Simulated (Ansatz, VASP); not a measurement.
**Yb in VASP and in Ansatz**

```
CELL_PARAMETERS angstrom
-2.15148 2.15148 2.15148
2.15148 -2.15148 2.15148
2.15148 2.15148 -2.15148
ATOMIC_POSITIONS crystal
Yb 0.00000 0.00000 0.00000
```

This isn't the form of Yb at room conditions, which is fcc.

Alike in both runs: task single point; functional PBE; k mesh 4 × 4 × 4; no spin polarisation.

|  | VASP | Ansatz |
| --- | --- | --- |
| version | VASP 6.6.1 | Ansatz 0.2.0 |
| potentials or method | VASP PAW PBE potentials, release 64 (Yb) | plane waves, PAW |
| plane-wave cutoff (eV) | 520 | 420 |
| occupations | fermi-dirac, width 0.1 eV | fermi-dirac |
| valence electrons in the cell | 24 | 24 |

```tsv
	VASP	Ansatz	Ansatz less VASP
gap on the k mesh at the Fermi level (eV)	none	none	-
pressure (GPa)	-2.5	-2.2	+0.30
```

A gap of «none» marks a metal or a gap that the smearing closes. Ansatz warned: «stress_scf_threshold_loose».

Caveats: the k mesh is coarse (spacing up to 0.52 Å⁻¹), so the values aren't converged. Spin polarisation is off, so any magnetic state and its effect on volume and gap are missing. Spin-orbit coupling is left out, which matters for the levels of Yb.
